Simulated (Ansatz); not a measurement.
A run of Ansatz 0.2.0 is set up as follows.

input.yaml

```yaml
crystal:
  lattice:
    - [-1.5838089719, 1.5838089719, 1.5838089719]
    - [1.5838089719, -1.5838089719, 1.5838089719]
    - [1.5838089719, 1.5838089719, -1.5838089719]
  atoms:
    - { symbol: Mo, position: [0.0, 0.0, 0.0], spin: -0.18 }
hamiltonian:
  xc: rpbe
  pseudopotentials: { kind: paw }
  hubbard: { sites: [{ species: Mo, l: d, u_eff: 1.0 }], double_counting: fll }
magnetization:
  spin_polarized: true
kpoints:
  mp_grid: { grid: [12, 12, 12] }
  band_path:
    path:
      - [[0.0, 0.0, 0.0], [0.5, -0.5, 0.5], [0.0, 0.0, 0.5], [0.0, 0.0, 0.0], [0.25, 0.25, 0.25], [0.5, -0.5, 0.5]]
      - [[0.25, 0.25, 0.25], [0.0, 0.0, 0.5]]
    npoints: 14
scf:
  occupations: { method: cold, width: 0.15 }
  n_extra_bands: 6
output:
  forces: true
  stress: true
  eigenvalues: true
  fatbands: false
```

Potentials or basis: Ansatz PAW.

Command:

```bash
$ ansatz run input.yaml --threads 1 --pin off --max-ram 2560MiB --backend cpu --events-out ev --progress --plain --runs-dir out
```

Question: What does it give for the pressure?

Answer: 1.9 GPa.

Question: What does it give for the net moment?

Answer: 0.00 μB per cell.

Question: What does it give for the band gap on the k mesh?

Answer: None (metal or under the smearing width).

Eigenvalues of the final occupation matrices:
| site | spin | trace | eigenvalues |
| --- | --- | --- | --- |
| site 1 | 1 | 2.61 | 0.43 0.43 0.58 0.58 0.58 |
| site 1 | 2 | 2.61 | 0.43 0.43 0.58 0.58 0.58 |

Caveat: the magnetic or orbital state may not be the lowest; the PAW data sets come from PBE, with cores solved anew for the run's functional, which leaves a small shift of forces and pressure; the U is typed as a test and isn't derived for this compound; the starting moments weren't kept. The state reached can hang on the start; a lower one may exist.
